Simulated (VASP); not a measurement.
# BiTe (Fm-3m) in VASP: notebook

The runs below take BiTe through single point, with PBE.

Everything below comes from runs of VASP 6.6.1. Logs are shortened: lines on timing, memory, paths and dates and some standing lists are left out, and cuts for length are marked.

## 1. The structure

It takes space group Fm-3m (No. 225, cubic). Conventional cell: a = 6.470 Å, b = 6.470 Å, c = 6.470 Å, α = 90.00°, β = 90.00°, γ = 90.00°. Bi (site symmetry m-3m) is surrounded by 6 Te at 3.23 Å. Te (site symmetry m-3m) is surrounded by 6 Bi at 3.23 Å.

## 2. Single point, PBE

File INCAR:

```
  PREC = Accurate
  ENCUT = 520
  EDIFF = 1E-6
  ISMEAR = -1
  SIGMA = 0.05
  LREAL = False
  LASPH = True
  NELM = 100
  ALGO = Fast
  ISIF = 2
  LWAVE = False
  LCHARG = False
  GGA = PE
  NBANDS = 18
```

File KPOINTS:

```
regular mesh
0
Gamma
  10 10 10
```

File POSCAR:

```
BiTe
1.0
    0.0000000000      3.2350000000      3.2350000000
    3.2350000000      0.0000000000      3.2350000000
    3.2350000000      3.2350000000      0.0000000000
Bi Te
1 1
Direct
    0.0000000000      0.0000000000      0.0000000000
    0.5000000000      0.5000000000      0.5000000000
```

Potentials or basis: VASP PAW PBE potentials, release 64 (Bi_d, Te).

Launch:

```bash
$ cat potpaw_PBE.64/Bi_d/POTCAR potpaw_PBE.64/Te/POTCAR > POTCAR
$ mpirun -np 1 vasp_std > vasp.out
```

OUTCAR:

```text
PREC = Accurate
   ENCUT = 520
   EDIFF = 1E-6
   ISMEAR = -1
   LREAL = False
   LASPH = True
   NELM = 100
   ISIF = 2
   GGA = PE

 ion  position               nearest neighbor table
   1  0.000  0.000  0.000-   2 3.23   2 3.23   2 3.23   2 3.23   2 3.23   2 3.23
   2  0.500  0.500  0.500-   1 3.23   1 3.23   1 3.23   1 3.23   1 3.23   1 3.23

  LATTYP: Found a face centered cubic cell.
 ALAT       =     6.4700000000

  Lattice vectors:

 A1 = (   0.0000000000,   3.2350000000,   3.2350000000)
 A2 = (   3.2350000000,   0.0000000000,   3.2350000000)
 A3 = (   3.2350000000,   3.2350000000,   0.0000000000)

Analysis of symmetry for initial positions (statically):
=====================================================================
 Subroutine PRICEL returns:
 Original cell was already a primitive cell.

 Routine SETGRP: Setting up the symmetry group for a
 face centered cubic supercell.

 Subroutine GETGRP returns: Found 48 space group operations
 (whereof 48 operations were pure point group operations)
 out of a pool of 48 trial point group operations.

The static configuration has the point symmetry O_h .

Analysis of symmetry for dynamics (positions and initial velocities):
=====================================================================
 Subroutine PRICEL returns:
 Original cell was already a primitive cell.

 Routine SETGRP: Setting up the symmetry group for a
 face centered cubic supercell.

 Subroutine GETGRP returns: Found 48 space group operations
 (whereof 48 operations were pure point group operations)
 out of a pool of 48 trial point group operations.

The dynamic configuration has the point symmetry O_h .

 Subroutine INISYM returns: Found 48 space group operations
 (whereof 48 operations are pure point group operations),
 and found     1 'primitive' translations

----------------------------------------------------------------------------------------

                                     Primitive cell

  volume of cell :      67.7100

  direct lattice vectors                    reciprocal lattice vectors
     0.000000000  3.235000000  3.235000000    -0.154559505  0.154559505  0.154559505
     3.235000000  0.000000000  3.235000000     0.154559505 -0.154559505  0.154559505
     3.235000000  3.235000000  0.000000000     0.154559505  0.154559505 -0.154559505

  length of vectors
     4.574980874  4.574980874  4.574980874     0.267704916  0.267704916  0.267704916

[... 79 lines left out ...]
   NELM   =    100;   NELMIN=  2; NELMDL= -5     # of ELM steps
   EDIFF  = 0.1E-05   stopping-criterion for ELM
   LREAL  =      F    real-space projection
   EDIFFG = 0.1E-04   stopping-criterion for IOM
   NSW    =      0    number of steps for IOM
   IBRION =     -1    ionic relax: 0-MD 1-quasi-New 2-CG
   NFREE  =      0    steps in history (QN), initial steepest desc. (CG)
   ISIF   =      2    stress and relaxation
   ISYM   =      2    0-nonsym 1-usesym 2-fastsym
   POTIM  = 0.5000    time-step for ionic-motion
   TEBEG  =    0.0;   TEEND  =   0.0 temperature during run
   PSTRESS=    0.0 pullay stress
   NELECT =      21.0000    total number of electrons
   NUPDOWN=      -1.0000    fix difference up-down
   EMIN   =  10.00;   EMAX   =-10.00  energy-range for DOS
   EFERMI =   0.00;   METHOD = LEGACY
   ISMEAR =    -1;   SIGMA  =   0.05  broadening in eV -4-tet -1-fermi 0-gaus
   EFERMI_NEDOS =   21; number of points for ismear=-14 and -15
   IALGO  =     68    algorithm
   IMIX   =      4    mixing-type and parameters
     AMIX     =   0.40;   BMIX     =  1.00
     AMIX_MAG =   1.60;   BMIX_MAG =  1.00
  volume/ion in A,a.u.               =      33.86       228.46
  Fermi-wavevector in a.u.,A,eV,Ry     =   1.108146  2.094092 16.707785  1.227988
  Thomas-Fermi vector in A             =   2.244669
   LORBIT       =      0    0 simple, 1 ext, 2 COOP (PROOUT), +10 PAW based schemes
   GGA     = PE    functional components
   LHFCALC =     F    Hartree Fock is set to
   AEXX    =    0.0000 exact exchange contribution
   IVDW    =     0    specifies the selected vdW correction
   LEPSILON=     F    determine dielectric tensor
   LRPA    =     F    only Hartree local field effects (RPA)
 non-spin polarized calculation
 RMM-DIIS sequential band-by-band and
  energy-cutoff  :      520.00
  volume of cell :       67.71
 maximum number of plane-waves:      1849
 NGX is ok and might be reduce to    36
   NGX = 17   NGY = 17   NGZ = 17

 number of electron      21.0000001 magnetization

 Free energy of the ion-electron system (eV)
  ---------------------------------------------------
  ext. energy  EPLUGINS =         0.00000000
  ---------------------------------------------------
  free energy    TOTEN  =        -7.17765291 eV

  energy without entropy =       -7.16519614  energy(sigma->0) =       -7.17142452

 E-fermi :   6.6518     XC(G=0):  -9.4343

 val. band max:        6.6214862432   @ k =   0.2000   0.1000   0.0000
 cond. band min:       6.6522979965   @ k =   0.5000   0.1000   0.0000
 fundamental gap:      0.0308117533
 Fermi energy:         6.6517656637

 k-point     1 :       0.0000    0.0000    0.0000
  band No.  band energies     occupation
      1     -16.5029      2.00000
      2     -16.5029      2.00000
      3     -16.5000      2.00000
      4     -16.5000      2.00000
      5     -16.5000      2.00000
      6      -6.8722      2.00000
[... 481 lines left out ...]
      5     -16.4917      2.00000
      6      -5.5603      2.00000
[... 10 lines left out ...]
     17      15.5944      0.00000
     18      15.6728      0.00000

 [... further k-points ...]

------------------------ aborting loop because EDIFF is reached ----------------------------------------

  FORCE on cell =-STRESS in cart. coord.  units (eV):
  Direction    XX          YY          ZZ          XY          YZ          ZX
  --------------------------------------------------------------------------------------
  -------------------------------------------------------------------------------------
  Total        0.3083218      0.3083218      0.3083218      0.0000000      0.0000000      0.0000000
  in kB        7.2956152      7.2956152      7.2956152      0.0000000      0.0000000      0.0000000
  external PRESSURE =       7.2956152 kB  Pullay stress =       0.0000000 kB

 VOLUME and BASIS-vectors are now :
 -----------------------------------------------------------------------------
  energy-cutoff  :      520.00
  volume of cell :       67.71
      direct lattice vectors                 reciprocal lattice vectors
     0.000000000  3.235000000  3.235000000    -0.154559505  0.154559505  0.154559505
     3.235000000  0.000000000  3.235000000     0.154559505 -0.154559505  0.154559505
     3.235000000  3.235000000  0.000000000     0.154559505  0.154559505 -0.154559505

 POSITION                                       TOTAL-FORCE (eV/Angst)
 -----------------------------------------------------------------------------------
      0.00000      0.00000      0.00000         0.000000      0.000000      0.000000
      3.23500      3.23500      3.23500        -0.000000     -0.000000      0.000000
 -----------------------------------------------------------------------------------
    total drift:                               -0.000000      0.000000      0.000000

  FREE ENERGIE OF THE ION-ELECTRON SYSTEM (eV)
  ---------------------------------------------------
  free  energy   TOTEN  =        -7.1776529110 eV

  energy  without entropy=       -7.1651961358  energy(sigma->0) =       -7.17142452
```

OSZICAR:

```text
N       E                     dE             d eps       ncg     rms          rms(c)
DAV:   1     0.159668189090E+03    0.15967E+03   -0.98200E+03  1692   0.111E+03
DAV:   2     0.488691917373E+01   -0.15478E+03   -0.15043E+03  1868   0.307E+02
DAV:   3    -0.683006186706E+01   -0.11717E+02   -0.11572E+02  2024   0.889E+01
DAV:   4    -0.718518868274E+01   -0.35513E+00   -0.35450E+00  2038   0.164E+01
DAV:   5    -0.720124212516E+01   -0.16053E-01   -0.16052E-01  2338   0.335E+00    0.642E+00
RMM:   6    -0.717390457599E+01    0.27338E-01   -0.41494E-02  1991   0.136E+00    0.376E+00
RMM:   7    -0.717772492095E+01   -0.38203E-02   -0.15344E-02  1993   0.727E-01    0.744E-01
RMM:   8    -0.717753767896E+01    0.18724E-03   -0.22022E-03  2170   0.510E-01    0.439E-02
RMM:   9    -0.717763546458E+01   -0.97786E-04   -0.69919E-04  2518   0.214E-01    0.412E-02
RMM:  10    -0.717765152813E+01   -0.16064E-04   -0.15060E-04  2793   0.114E-01    0.327E-02
RMM:  11    -0.717765368088E+01   -0.21527E-05   -0.25023E-05  2382   0.398E-02    0.133E-02
RMM:  12    -0.717765291099E+01    0.76989E-06   -0.52027E-06  2033   0.179E-02
   1 F= -.71776529E+01 E0= -.71714245E+01  d E =-.124568E-01
```

stdout:

```text
POSCAR found type information on POSCAR BiTe
 POSCAR found :  2 types and       2 ions
 scaLAPACK will be used
 LDA part: xc-table for (Slater+PW92), standard interpolation
 POSCAR, INCAR and KPOINTS ok, starting setup
 FFT: planning ... GRIDC
 FFT: planning ... GRID_SOFT
 FFT: planning ... GRID
 WAVECAR not read
 entering main loop
```

It took 36 s on 1 thread of AMD EPYC 9R45 (Zen 5), shared host; peak memory 0.21 GiB.

Results:

* Free energy: -7.1777 eV
* Pressure: 0.7 GPa
* Band gap on the k mesh: none (metal or under the smearing width)

Caveat: spin-orbit coupling is left out, which moves the levels of the heavy elements.

(Part 1 of 2 ends here.)
